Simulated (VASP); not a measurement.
VASP 6.6.1 run: LiCl

INCAR

```
EDIFF = 1E-7
NELM = 120
LREAL = .FALSE.
NBANDS = 11
SIGMA = 0.02
LCHARG = .FALSE.
IBRION = -1
NSW = 0
ISPIN = 2
ISMEAR = -1
LWAVE = .FALSE.
MAGMOM = 2 2 2 2
ENCUT = 520
LASPH = .TRUE.
GGA = PE
PREC = Accurate
ISIF = 2
```

KPOINTS

```
KPOINTS created by Atomic Simulation Environment
0
Gamma
8 8 3
0 0 0
```

POSCAR

```
Li Cl
 1.0000000000000000
     4.0966042671729026    0.0000000000000000    0.0000000000000000
    -2.0483021335864513    3.5477633646234672    0.0000000000000000
     0.0000000000000000    0.0000000000000000    5.8376248046999999
 Li  Cl
   2   2
Cartesian
  2.0483021335864504  1.1825877882078224  5.2124703457749808
 -0.0000000000000001  2.3651755764156448  2.2936579434249809
  2.0483021335864504  1.1825877882078224  2.8142695983123240
 -0.0000000000000001  2.3651755764156448  5.7330820006623240
```

The recommended PBE PAW datasets give the neutral cell 20 valence electrons.

Command

```
mpirun -np 1 vasp_std
```

Task: Predict the outcome of this run.

Result: It converged. Results: pressure -0.5 GPa; magnetic moment of the cell 0.00 μB.

OSZICAR

```
N       E                     dE             d eps       ncg     rms          rms(c)
DAV:   1     0.155478784644E+03    0.15548E+03   -0.78270E+03   880   0.145E+03
DAV:   2     0.113052220122E+02   -0.14417E+03   -0.14076E+03  1220   0.325E+02
DAV:   3    -0.345659284186E+01   -0.14762E+02   -0.14730E+02  1187   0.106E+02
DAV:   4    -0.520082449402E+01   -0.17442E+01   -0.17434E+01  1545   0.297E+01
DAV:   5    -0.527944192673E+01   -0.78617E-01   -0.78616E-01  1228   0.674E+00    0.281E+01
DAV:   6    -0.978232646236E+01   -0.45029E+01   -0.14920E+01  1258   0.320E+01    0.122E+01
DAV:   7    -0.146702227155E+02   -0.48879E+01   -0.63446E+00  1153   0.201E+01    0.243E+00
DAV:   8    -0.148043935533E+02   -0.13417E+00   -0.40128E-01  1025   0.644E+00    0.142E+00
DAV:   9    -0.148221229950E+02   -0.17729E-01   -0.49004E-02  1209   0.216E+00    0.672E-01
DAV:  10    -0.148305363904E+02   -0.84134E-02   -0.63028E-03  1223   0.904E-01    0.119E-01
DAV:  11    -0.148325062017E+02   -0.19698E-02   -0.11602E-03  1024   0.360E-01    0.708E-02
DAV:  12    -0.148332270987E+02   -0.72090E-03   -0.70960E-04   964   0.315E-01    0.432E-02
DAV:  13    -0.148334598339E+02   -0.23274E-03   -0.21179E-04  1069   0.178E-01    0.127E-02
DAV:  14    -0.148334762543E+02   -0.16420E-04   -0.19659E-05  1102   0.514E-02    0.598E-03
DAV:  15    -0.148334794794E+02   -0.32251E-05   -0.37082E-06  1049   0.225E-02    0.285E-03
DAV:  16    -0.148334800375E+02   -0.55810E-06   -0.12647E-06  1036   0.121E-02    0.958E-04
DAV:  17    -0.148334801513E+02   -0.11383E-06   -0.16708E-07   868   0.631E-03    0.425E-04
DAV:  18    -0.148334801872E+02   -0.35848E-07   -0.31739E-08   740   0.249E-03
   1 F= -.14833480E+02 E0= -.14833480E+02  d E =-.945490E-14  mag=    -0.0000
```

Standard output (part)

```
POSCAR found type information on POSCAR LiCl
 POSCAR found :  2 types and       4 ions
 LDA part: xc-table for (Slater+PW92), standard interpolation
 POSCAR, INCAR and KPOINTS ok, starting setup
 WAVECAR not read
 entering main loop
```

For comparison, a separate PBE run of the intended cell, on usual settings and not on those above, gives a gap of 5.63 eV on its mesh and a pressure of -0.5 GPa.
